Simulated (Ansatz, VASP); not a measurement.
# HgTe in VASP and in Ansatz

```
CELL_PARAMETERS angstrom
0.00000 2.98512 2.98512
2.98512 0.00000 2.98512
2.98512 2.98512 0.00000
ATOMIC_POSITIONS crystal
Hg 0.00000 0.00000 0.00000
Te 0.50000 0.50000 0.50000
```

Alike in both runs: functional r2SCAN; k mesh 10 × 10 × 10; occupations fermi-dirac, width 0.1 eV; no spin polarisation.

Ansatz relaxed the structure, and its values are those at the end. VASP's run is a single point on that final structure, the one shown.

|  | VASP | Ansatz |
| --- | --- | --- |
| version | VASP 6.6.1 | Ansatz 0.2.0 |
| potentials or method | VASP PAW PBE potentials, release 64 (Hg, Te) | PAW plane waves |
| plane-wave cutoff (eV) | 520 | 500 |
| valence electrons in the cell | 18 | 36 |

VASP gave:

```
pressure (GPa) : 4.0
```

Question: Which values does Ansatz return?

Answer: Pressure (GPa): 3.8.

The functional is the same, so the differences come from potentials, cutoffs and numerics. The two sets of potentials don't hold the same shells in valence. Ansatz warned: «stress_scf_threshold_loose».

Caveats: the PAW data sets were made with another functional, which shifts forces and pressure a little (VASP). The runs have no spin-orbit coupling, so splittings on Hg, Te are missing.
